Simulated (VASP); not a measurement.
# ZnO (zincite) (P6_3mc) in VASP: further runs, part 2 of 3

VASP 6.6.1. Earlier steps stand in the parts before.

## (4) Relaxation of cell and atoms, r2SCAN

File INCAR:

```
SYSTEM = ZnO
PREC = Accurate
ENCUT = 600
EDIFF = 1E-6
ISMEAR = 0
SIGMA = 0.03
LREAL = .False.
LASPH = .True.
NELM = 80
ALGO = Normal
ISIF = 3
LWAVE = .False.
LCHARG = .False.
METAGGA = R2SCAN
LMIXTAU = .True.
IBRION = 2
NSW = 90
EDIFFG = -0.01
KPAR = 2
```

File KPOINTS:

```
regular mesh
0
Gamma
  9 9 5
  0 0 0
```

File POSCAR:

```
ZnO
1.0
    3.2493080000      0.0000000000      0.0000000000
   -1.6246540000      2.8139832727      0.0000000000
    0.0000000000      0.0000000000      5.2057090000
Zn O
2 2
Direct
    0.3333333333      0.6666666667      0.5000000000
    0.6666666667      0.3333333333      0.0000000000
    0.6666666667      0.3333333333      0.3790100000
    0.3333333333      0.6666666667      0.8790100000
```

Potentials or basis: VASP PAW PBE potentials, release 64 (Zn, O).

Launch:

```
cat potpaw_PBE.64/Zn/POTCAR potpaw_PBE.64/O/POTCAR > POTCAR
mpirun -np 2 vasp_std > vasp.out
```

OUTCAR:

```text
SYSTEM = ZnO
   PREC = Accurate
   ENCUT = 600
   EDIFF = 1E-6
   ISMEAR = 0
   LREAL = .False.
   LASPH = .True.
   NELM = 80
   ISIF = 3
   METAGGA = R2SCAN
   IBRION = 2
   NSW = 90
   EDIFFG = -0.01

 ion  position               nearest neighbor table
   1  0.333  0.667  0.500-   4 1.97   3 1.98   3 1.98   3 1.98
   2  0.667  0.333  0.000-   3 1.97   4 1.98   4 1.98   4 1.98
   3  0.667  0.333  0.379-   2 1.97   1 1.98   1 1.98   1 1.98
   4  0.333  0.667  0.879-   1 1.97   2 1.98   2 1.98   2 1.98

  LATTYP: Found a hexagonal cell.
 ALAT       =     3.2493080000
 C/A-ratio  =     1.6020977390

  Lattice vectors:

 A1 = (   3.2493080000,   0.0000000000,   0.0000000000)
 A2 = (  -1.6246540000,   2.8139832727,   0.0000000000)
 A3 = (   0.0000000000,   0.0000000000,   5.2057090000)

Analysis of symmetry for initial positions (statically):
=====================================================================
 Subroutine PRICEL returns:
 Original cell was already a primitive cell.

 Routine SETGRP: Setting up the symmetry group for a
 hexagonal supercell.

 Subroutine GETGRP returns: Found 12 space group operations
 (whereof  6 operations were pure point group operations)
 out of a pool of 24 trial point group operations.

The static configuration has the point symmetry C_3v.
 The point group associated with its full space group is C_6v.

Analysis of symmetry for dynamics (positions and initial velocities):
=====================================================================
 Subroutine PRICEL returns:
 Original cell was already a primitive cell.

 Routine SETGRP: Setting up the symmetry group for a
 hexagonal supercell.
[... 133 lines left out ...]
  Thomas-Fermi vector in A             =   2.604212
   LORBIT       =      0    0 simple, 1 ext, 2 COOP (PROOUT), +10 PAW based schemes
   METAGGA = R2SCAN    functional components
   LHFCALC =     F    Hartree Fock is set to
   AEXX    =    0.0000 exact exchange contribution
   IVDW    =     0    specifies the selected vdW correction
   LEPSILON=     F    determine dielectric tensor
   LRPA    =     F    only Hartree local field effects (RPA)
 conjugate gradient relaxation of ions
 non-spin polarized calculation
 Gauss-broadening in eV      SIGMA  =   0.03
  energy-cutoff  :      600.00
  volume of cell :       47.60
 maximum number of plane-waves:      1605
 NGX is ok and might be reduce to    28
   NGX = 13   NGY = 13   NGZ = 21

--------------------------------------- Ionic step        1  -------------------------------------------

 number of electron      36.0000008 magnetization

 Free energy of the ion-electron system (eV)
  ---------------------------------------------------
  ext. energy  EPLUGINS =         0.00000000
  ---------------------------------------------------
  free energy    TOTEN  =       -36.32291403 eV

  energy without entropy =      -36.32291403  energy(sigma->0) =      -36.32291403

------------------------ aborting loop because EDIFF is reached ----------------------------------------

  FORCE on cell =-STRESS in cart. coord.  units (eV):
  Direction    XX          YY          ZZ          XY          YZ          ZX
  --------------------------------------------------------------------------------------
  -------------------------------------------------------------------------------------
  Total       -0.2811065     -0.2811065      0.1708797      0.0000000      0.0000000     -0.0000000
  in kB       -9.4621360     -9.4621360      5.7518658      0.0000000      0.0000000     -0.0000000
  external PRESSURE =      -4.3908021 kB  Pullay stress =       0.0000000 kB
[... 215 lines left out ...]
--------------------------------------- Ionic step        7  -------------------------------------------

 number of electron      36.0000008 magnetization

 Free energy of the ion-electron system (eV)
  ---------------------------------------------------
  ext. energy  EPLUGINS =         0.00000000
  ---------------------------------------------------
  free energy    TOTEN  =       -36.32416049 eV

  energy without entropy =      -36.32416049  energy(sigma->0) =      -36.32416049

 E-fermi :   1.0700     XC(G=0): -11.6774

 val. band max:        0.8715893311   @ k =   0.0000   0.0000   0.0000
 cond. band min:       2.1004200025   @ k =   0.0000   0.0000   0.0000
 fundamental gap:      1.2288306714
 Fermi energy:         1.0700249589

 k-point     1 :       0.0000    0.0000    0.0000
  band No.  band energies     occupation
      1     -18.2327      2.00000
      2     -17.5428      2.00000
      3      -4.9614      2.00000
      4      -4.9613      2.00000
      5      -4.9041      2.00000
      6      -4.8385      2.00000
[... 589 lines left out ...]
     21       9.3487      0.00000
     22       9.5138      0.00000

 [... further k-points ...]

------------------------ aborting loop because EDIFF is reached ----------------------------------------

  FORCE on cell =-STRESS in cart. coord.  units (eV):
  Direction    XX          YY          ZZ          XY          YZ          ZX
  --------------------------------------------------------------------------------------
  -------------------------------------------------------------------------------------
  Total       -0.0108215     -0.0108215     -0.0091997      0.0000000      0.0000000     -0.0000000
  in kB       -0.3652572     -0.3652572     -0.3105165      0.0000000      0.0000000     -0.0000000
  external PRESSURE =      -0.3470103 kB  Pullay stress =       0.0000000 kB
[... 19 lines left out ...]
  FREE ENERGIE OF THE ION-ELECTRON SYSTEM (eV)
  ---------------------------------------------------
  free  energy   TOTEN  =       -36.3241604868 eV

  energy  without entropy=      -36.3241604868  energy(sigma->0) =      -36.32416049

 reached required accuracy - stopping structural energy minimisation
```

OSZICAR:

```text
N       E                     dE             d eps       ncg     rms          rms(c)
DAV:   1     0.295742931764E+03    0.29574E+03   -0.21183E+04  1584   0.271E+03
[... 80 lines left out ...]
       N       E                     dE             d eps       ncg     rms          rms(c)
DAV:   1    -0.363241783163E+02   -0.30597E-04   -0.54345E-04  1940   0.401E-01    0.388E-02
DAV:   2    -0.363241719377E+02    0.63785E-05   -0.99153E-05  2048   0.200E-01    0.160E-02
DAV:   3    -0.363241677373E+02    0.42004E-05   -0.16035E-06  1160   0.380E-02    0.898E-03
DAV:   4    -0.363241572950E+02    0.10442E-04   -0.21124E-06  1144   0.251E-02    0.116E-03
DAV:   5    -0.363241611579E+02   -0.38629E-05   -0.24429E-06  1120   0.239E-02    0.147E-03
DAV:   6    -0.363241604868E+02    0.67105E-06   -0.24320E-07   792   0.923E-03
   7 F= -.36324160E+02 E0= -.36324160E+02  d E =0.200959E-04
```

CONTCAR:

```text
ZnO
   1.00000000000000
     3.2414029734961098    0.0000000000000000   -0.0000000000000000
    -1.6207014867480549    2.8071373189301876    0.0000000000000000
     0.0000000000000000   -0.0000000000000000    5.2167996734274222
  Zn              O
     2     2
Direct
     0.3333333332999970    0.6666666667000030    0.4995662650841902
     0.6666666667000030    0.3333333332999970    0.9995662650841901
     0.6666666667000030    0.3333333332999970    0.3794437349158108
     0.3333333332999970    0.6666666667000030    0.8794437349158108

  0.00000000E+00  0.00000000E+00  0.00000000E+00
  0.00000000E+00  0.00000000E+00  0.00000000E+00
  0.00000000E+00  0.00000000E+00  0.00000000E+00
  0.00000000E+00  0.00000000E+00  0.00000000E+00
```

Wall time 4.3 min (2 MPI ranks of Intel Xeon 6975P-C (Granite Rapids), shared host); peak memory 0.2 GiB.

Results:

| Property | Result |
| --- | --- |
| Free energy | -36.3242 eV |
| Relaxed volume | 11.87 Å³/atom |
| Relaxed cell | a = 3.241 Å, b = 3.241 Å, c = 5.217 Å, α = 90.00°, β = 90.00°, γ = 120.00° |
| Space group after relaxing (to 0.05 Å) | P6_3mc (No. 186) |
| Energy gained by relaxing | 0.3 meV/atom |
| Ionic steps | 7 |
| Pressure after relaxing | 0.0 GPa |
| Largest force after relaxing | 0.009 eV/Å |
| Band gap on the k mesh | 1.23 eV, direct |

Forces in eV/Å, atoms in the order of the input:
```
Zn   0.000  0.000  0.009
Zn   0.000  0.000  0.009
O    0.000  0.000 -0.009
O    0.000  0.000 -0.009
```

The path:
```csv
step,energy change (eV),largest force (eV/Å),pressure (GPa),volume (Å³)
1,0.0000,0.0657,-0.44,47.60
2,-0.0012,0.0287,0.27,47.37
3,-0.0013,0.0078,0.12,47.42
4,-0.0013,0.0029,0.07,47.44
5,-0.0013,0.0046,0.11,47.43
6,-0.0012,0.0103,-0.06,47.48
7,-0.0012,0.0092,-0.03,47.47
```

Final structure:
```cif
data_structure
_symmetry_space_group_name_H-M 'P 1'
_symmetry_Int_Tables_number 1
_cell_length_a 3.2414
_cell_length_b 3.2414
_cell_length_c 5.2168
_cell_angle_alpha 90.000
_cell_angle_beta 90.000
_cell_angle_gamma 120.000
_cell_volume 47.47
loop_
_atom_site_label
_atom_site_type_symbol
_atom_site_fract_x
_atom_site_fract_y
_atom_site_fract_z
_atom_site_occupancy
Zn1 Zn 0.33333 0.66667 0.49957 1
Zn2 Zn 0.66667 0.33333 0.99957 1
O1 O 0.66667 0.33333 0.37944 1
O2 O 0.33333 0.66667 0.87944 1
```

Levels at points of the mesh, in eV from the valence-band top:
| k point | band 16 | band 17 | band 18 | band 19 | band 20 | band 21 |
| --- | --- | --- | --- | --- | --- | --- |
| (0.00, 0.00, 0.00) | -0.09 | 0.00 | 0.00 | 1.23 | 5.85 | 8.82 |

Caveat: the PAW data sets were made with another functional, which shifts forces and pressure a little. r2SCAN opens gaps a little over a GGA but as a rule still falls short of measured ones.

(Continued in part 3 of 3.)
